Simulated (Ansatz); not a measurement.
(111) slab cut from the bulk of VN, 15 Å of vacuum:

```xyz
10
Lattice="2.8799 0.0000 0.0000 -1.4400 2.4941 0.0000 0.0000 0.0000 25.5816" Properties=species:S:1:pos:R:3 pbc="T T T"
N     0.0000    1.6627    7.5000
V     1.4400    0.8314    8.6757
N     0.0000    0.0000    9.8515
V     0.0000    1.6627   11.0272
N     1.4400    0.8314   12.2029
V     0.0000    0.0000   13.3786
N     0.0000    1.6627   14.5544
V     1.4400    0.8314   15.7301
N     0.0000    0.0000   16.9058
V     0.0000    1.6627   18.0816
```

Method: Ansatz, DFT PBEsol, scalar-relativistic, plane waves, PAW. Settings: cutoff 420 eV, Γ-centred mesh 12×12×1 on the computed 10-atom cell, Gaussian smearing of 0.10 eV; no spin polarisation. A dipole correction removes the field between periodic images along c.

This base run converges in 9 iterations with a largest force of 4.205 eV/Å and a work function of 4.97 eV on the top face.

One setting at a time is then changed, some of them on purpose to poor values; changes count from the base run, energies are extrapolated to zero smearing, γ keeps the base's bulk energy, atoms stay where they are, and risky runs are capped at 50 to 100 iterations.

(1) What happens with no dipole correction, vacuum of 15 Å?

(2) What happens with vacuum of 7 Å?

(3) What happens with occupations cold 0.2 eV?

(4) What happens with occupations methfessel-paxton 0.2 eV?

(5) What happens with the slab thinned to 4 atoms (same faces, atoms at the bulk's places)?

Spin polarisation was left out, and a magnetic state may lie lower. In some of the runs (vacuum 7) charge leaks into the vacuum, so their work functions can be off.

Results:

(1) It converges in 9 iterations; ΔE (meV/atom) -0.9, Δγ (J/m²) -0.010, largest force (eV/Å) 4.169, largest change of a force (eV/Å) 0.036.

(2) It converges in 9 iterations; ΔE (meV/atom) +0.3, Δγ (J/m²) +0.003, Δφ top (eV) -0.26, largest force (eV/Å) 4.210, largest change of a force (eV/Å) 0.006.

(3) It converges in 9 iterations; ΔE (meV/atom) 0.0, Δγ (J/m²) 0.000, Δφ top (eV) +0.02, largest force (eV/Å) 4.207, largest change of a force (eV/Å) 0.049.

(4) It converges in 9 iterations; ΔE (meV/atom) -0.1, Δγ (J/m²) -0.001, Δφ top (eV) 0.00, largest force (eV/Å) 4.197, largest change of a force (eV/Å) 0.032.

(5) It converges in 12 iterations; ΔE (meV/atom) +504.1, Δγ (J/m²) -0.205, Δφ top (eV) +0.02, largest force (eV/Å) 3.738.

Cost: 8 runs of about 1.2 core-minutes in all, on Intel Xeon 6975P-C (Granite Rapids) (shared hosts).